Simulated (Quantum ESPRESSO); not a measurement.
BN:

```xyz
2
Lattice="0.0000 1.8130 1.8130 1.8130 0.0000 1.8130 1.8130 1.8130 0.0000" Properties=species:S:1:pos:R:3 pbc="T T T"
N     0.9065    0.9065    0.9065
B     0.0000    0.0000    0.0000
```

The cell is a database's computed one.

Base run:

| Property | Result |
| --- | --- |
| Program | Quantum ESPRESSO 7.5 |
| Functional | TPSS |
| Potentials or basis | SG15 PBE 1.2 |
| Cutoff | 1197 eV |
| Density cutoff | 4789 eV |
| k mesh | 10 × 10 × 10 |
| Occupations | fermi-dirac, width 0.05 eV |
| Spin | no spin polarisation |

Its results: band gap on the k mesh 4.58 eV, indirect (least direct gap 9.19 eV); pressure -0.9 GPa.

Question: After a change of settings the same cell gave: band gap on the k mesh 4.97 eV, indirect (least direct gap 9.47 eV); pressure -5.5 GPa. Which change was it?
A. functional from TPSS to r2SCAN
B. functional from TPSS to PBE; k mesh from 10 × 10 × 10 to 13 × 13 × 13
C. functional from TPSS to LDA; k mesh from 10 × 10 × 10 to 13 × 13 × 13
D. functional from TPSS to PBEsol; k mesh from 10 × 10 × 10 to 13 × 13 × 13

Answer: A.

Caveats: the potentials were made for another functional, which shifts forces and pressure.
